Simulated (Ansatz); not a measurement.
Take ZnTe in the zinc blende structure (space group F-43m, No. 216) as the base.

```yaml
crystal:
  lattice:
    - [0.00000, 3.05670, 3.05670]
    - [3.05670, 0.00000, 3.05670]
    - [3.05670, 3.05670, 0.00000]
  atoms:
    - { symbol: Te, position: [0.75000, 0.75000, 0.75000] }
    - { symbol: Zn, position: [0.00000, 0.00000, 0.00000] }
```

Cartesian axes are those of the cell as printed.

Calculations: r2SCAN in Ansatz (plane waves to 500 eV, PAW, no spin-orbit coupling).

Now apply this change: tensor shear ε_yz = +1.95 % (engineering shear γ = 0.0390); the atoms relax in the strained cell.

### Question
Predict the stress tensor and what it implies for the stiffness.

### Answer
Stress of the strained cell less that of the base (GPa, compression positive):
```
  -0.01    0.00    0.00
   0.00    0.04   -1.32
   0.00   -1.32    0.04
```

Then −Δσ/γ with γ = 2ε = 0.0390 gives secant stiffness values (nonlinear terms included at this strain): C44 ≈ 34 GPa.

As a check, the harmonic strain energy −½ V₀ Δσ:ε is 4.6 meV/atom; the computed energy rise is 4.6 meV/atom.

No phonon test of stability was made.

Ansatz is a program for electronic structure.
